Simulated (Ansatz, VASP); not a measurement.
## SiNi3: VASP beside Ansatz

```
Ni Si
1.0
     3.51823    0.00000    0.00000
     0.00000    3.51823    0.00000
     0.00000    0.00000    3.51823
Ni Si
3 1
Cartesian
  1.7591 1.7591 0.0000
  1.7591 0.0000 1.7591
  0.0000 1.7591 1.7591
  0.0000 0.0000 0.0000
```

Change from the starting cell: volume scaled by 0.98.

Alike in both runs: task single point; functional PBE; k mesh 8 × 8 × 8; occupations fermi-dirac, width 0.05 eV; collinear spin, ferromagnetic start.

```csv
,VASP,Ansatz
version,VASP 6.6.1,Ansatz 0.2.0
potentials or method,"VASP PAW PBE potentials, release 64 (Ni, Si)",Ansatz PAW
plane-wave cutoff (eV),520,420
valence electrons in the cell,34,58
```

```csv
,VASP,Ansatz,Ansatz less VASP
gap on the k mesh at the Fermi level (eV),none,none,-
pressure (GPa),-2.1,-2.1,-0.03
net moment per atom (μB),0.00,0.00,0.000
```

A gap of «none» marks a metal or a gap that the smearing closes. With one functional, cell and mesh, what is left measures potentials, basis and numerics. The two sets of potentials don't hold the same shells in valence.

Caveats: the starting moments weren't kept (Ansatz).
